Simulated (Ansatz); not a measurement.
**MAs (COD cell): trends with M**

**What was measured.**

From “Thermal expansion coefficients of high thermal conducting BAs and BP materials”, 2019, arxiv:1906.04101, for a bulk crystal of BAs at 300 K: lattice constant a 4.7766 ± 0.0014 Å.

The comparison with the calculation stands at the end.

Level of theory: DFT, PBE, scalar-relativistic, spin polarisation where moments were expected; plane waves to 420 eV with PAW datasets (Ansatz 0.2.0), Gaussian smearing of 0.05 eV.

Each member was relaxed to zero pressure in space group F-43m; constants are those of the conventional cell. Not every member need form in this structure.

```csv
M,a (Å),V (Å³/atom),shortest unlike bond (Å),gap (eV),B0 (GPa),E_f (eV/atom)
B,4.809,13.90,2.08,1.20,131,-0.03
Al,?,?,?,?,?,?
Ga,5.745,23.70,2.49,0.16,60,-0.35
In,6.187,29.60,2.68,metal,49,-0.24
```

Q: Estimate the row for M = Al.

A: a (Å) 5.728, V (Å³/atom) 23.50, shortest unlike bond (Å) 2.48, gap (eV) 1.50, B0 (GPa) 67, E_f (eV/atom) -0.49.

The volume runs from 13.90 Å³/atom (B) to 29.60 Å³/atom (In). A gap of 0.1 eV or more opens for M = B, Al, Ga; In is a metal.

Down the group B–Al–Ga–In the volume grows by 113 % as the atoms gain shells; the longer bonds are softer (B0 from 131 GPa for B to 49 GPa for In).

Measured lattice constants a: BAs 4.7766 Å (300 K; “Thermal expansion coefficients of high thermal conducting BAs and BP materials”, 2019, arxiv:1906.04101), calculated 4.809 Å (+0.7 %). The calculated cells are static; measured ones hold zero-point and thermal expansion.

The gaps are differences of one-electron levels. E_f is the formation energy from the elements run alike, at 0 K, without zero-point energy or dispersion between the molecules, chains or layers of the solid elements; it is good to about 0.01 eV/atom as a calculation.

All runs used the PAW datasets of the set soft_2.
